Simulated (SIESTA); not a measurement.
This SIESTA 5.4.2 run on In needs a look.

Contents of run.py:

```python
from ase.spacegroup import crystal
from ase.calculators.siesta import Siesta
from ase.units import Ry, GPa

atoms = crystal(
    ['In'],
    basis=[(0.0, 0.0, 0.0)],
    spacegroup=139,  # I4/mmm
    cellpar=[3.25094, 3.25094, 4.9474, 90.0, 90.0, 90.0],
)

fdf = {
    'SCFMustConverge': False,
    'OccupationFunction': 'FD',
    'ElectronicTemperature': '0.05 eV',
    'MaxSCFIterations': '100',
    'SCF.Mixer.Method': 'Pulay',
    'SCF.Mixer.Weight': '0.25',
    'SCF.Mixer.History': '8',
    'SCF.DM.Tolerance': '5.0e-05',
    'SCF.H.Tolerance': '1.0e-03 eV',
    'WriteForces': 'true',
    'Charge.Mulliken': 'end',
    'PAO.Basis': ['In.1 4', 'n=5 0 2', '  6.996 0.000', 'n=5 1 2', '  9.500 0.000', 'n=4 2 2', '  4.106 0.000', 'n=5 2 1', '  9.500'],
    'Mesh.Cutoff': '500',
}
calc = Siesta(
    label="In",
    command="siesta < PREFIX.fdf > PREFIX.out",
    pseudo_path="pseudos",
    pseudo_qualifier="",
    xc=('GGA', 'PBE'),
    basis_set="DZP",
    mesh_cutoff=500 * Ry,
    energy_shift=0.003 * Ry,
    kpts=[8, 8, 6],
    spin="non-polarized",
    fdf_arguments=fdf,
)
atoms.calc = calc

print(f"energy = {atoms.get_potential_energy():.6f} eV")
free = atoms.get_potential_energy(force_consistent=True)
print(f"free energy = {free:.6f} eV")
print("forces (eV/A):")
print(atoms.get_forces(apply_constraint=False).round(6))
print("stress (GPa, Voigt order, tension positive):", (atoms.get_stress() / GPa).round(4))
```

Potentials or basis: PseudoDojo 0.4 standard (PBE files), DZP (energy shift 0.003 Ry; two zetas on semicore shells).

The run is started by

```sh
$ python run.py
```

Output:

```text
STOP Stopping Program
*************************************************************
ERROR

FDF module: fdf_physical:  no unit specified for MeshCutoff

     File: fdf.F90
     Line:  2144
*************************************************************
Traceback (most recent call last):
RuntimeError
```

**Question.** How did it end, and where is the flaw?

**Answer.** The input was rejected before any iteration. The input holds a flaw that was put in on purpose: mesh cutoff without a unit (Mesh.Cutoff = 500).
